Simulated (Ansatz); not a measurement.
# Ni: pressure and energy change per atom against volume scale

Results calculated with Ansatz 0.2.0, not measured. Plane-wave DFT, scalar-relativistic PAW made under PBE with cores redone for the functional, no dispersion; the given relaxed cell is scaled uniformly, energy at zero smearing counts from the unscaled cell, pressure at the given Fermi-Dirac smearing is positive in compression.

The cell before it is scaled or strained (space group P6/mmm, No. 191):
```
CELL_PARAMETERS angstrom
4.01870 0.00000 0.00000
-2.00940 3.48030 0.00000
0.00000 0.00000 2.43640
ATOMIC_POSITIONS crystal
Ni 0.00000 0.00000 0.00000
Ni 0.33333 0.66667 0.50000
Ni 0.66667 0.33333 0.50000
```

Settings of every row: spin polarised yes; functional revPBE; wave cutoff 420 eV; smearing width 0.05 eV; k mesh 10x10x14.

Atom:
```
element  starting moment (Bohr magneton)
     Ni                             0.67
     Ni                             0.71
     Ni                             0.71
```

Limits: search for a lower magnetic state is off; the cell comes from a prototype or a list of computed structures and needn't be the stable phase.

Limits of some rows: a known weakness of the program can leave such a cell on a higher state (row 1).

```
row  volume scale  V (Å³/atom)  pressure (GPa)  energy change per atom (meV)  largest site moment (Bohr magneton)
  1          0.88        9.996           30.44                        112.21                                 0.65
  2          0.92        10.45           17.76                         44.95                                 0.67
  3          0.96       10.904            7.75                          9.82                                 0.68
  4          1.04       11.813           -6.33                         10.07                                 0.71
  5          1.08       12.267               ?                             ?                                    ?
  6          1.12       12.722          -15.01                         73.47                                 0.75
```

Question: what pressure and energy change per atom should row 5 give?

Worked fit of pressure. Take u = (V_r/V)^(2/3) − 1 with V_r = 10.904 Å³ an atom, which is twice the finite (Eulerian) strain; such expansions in the strain, on which the Birch-Murnaghan equation of state is built, carry the rest volume and the bulk modulus. The shown rows have u = 0.05968, 0.02876, 0, -0.05198, -0.09769. Least squares give pressure = 7.815 + 322.88 × u + 920.1 × u² GPa; a straight line predicts inner rows, each left out in turn, worse (root mean square 2.6 against 0.2 GPa). The rows lie off it by 0.08, -0.10, -0.07, 0.15, -0.06 (root mean square 0.097 GPa). The withheld row has u = -0.07552, so the fit gives 7.815 + 322.88 × (-0.07552) + 920.1 × (-0.07552)² = -11.32 GPa.

The calculation gave -11.2 GPa. The fit lies 0.12 GPa (1.1 % of the value, 0.26 % of the column's range) below it; its largest miss of a shown row is 0.15 GPa.

Worked fit of energy change per atom. Take u = (V_r/V)^(2/3) − 1 with V_r = 10.904 Å³ an atom, which is twice the finite (Eulerian) strain; such expansions in the strain, on which the Birch-Murnaghan equation of state is built, carry the rest volume and the bulk modulus. The shown rows have u = 0.05968, 0.02876, 0, -0.05198, -0.09769. Least squares give energy change per atom = 10.346 + 805.4 × u + 14915.3 × u² meV; a straight line predicts inner rows, each left out in turn, worse (root mean square 42 against 1.7 meV). The rows lie off it by 0.67, -0.90, -0.53, 1.29, -0.54 (root mean square 0.84 meV). The withheld row has u = -0.07552, so the fit gives 10.346 + 805.4 × (-0.07552) + 14915.3 × (-0.07552)² = 34.59 meV.

The calculation gave 35.68 meV. The fit lies 1.09 meV (3.1 % of the value, 1.1 % of the column's range) below it; its largest miss of a shown row is 1.29 meV.

The other values of row 5: largest site moment 0.73 Bohr magneton.
